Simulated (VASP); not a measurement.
The system is AlN.

```
CELL_PARAMETERS angstrom
0.00000 2.18399 2.18399
2.18399 0.00000 2.18399
2.18399 2.18399 0.00000
ATOMIC_POSITIONS crystal
Al 0.00000 0.00000 0.00000
N 0.25000 0.25000 0.25000
```

Measurements of this composition are mostly on another form, of space group No. 186.

Program: VASP 6.6.1. Alike in all runs: task band structure; potentials or basis VASP PAW PBE potentials, release 64 (Al, N); no spin polarisation; cell as given; k mesh 10 × 10 × 10; cutoff (eV) 520; smearing gaussian 0.02 eV.

Order these runs on this cell by their band gap on the k mesh, lowest first.
A. level TB-mBJ
B. level PBEsol
C. level r2SCAN

B (3.19 eV), C (3.93 eV), A (4.82 eV).

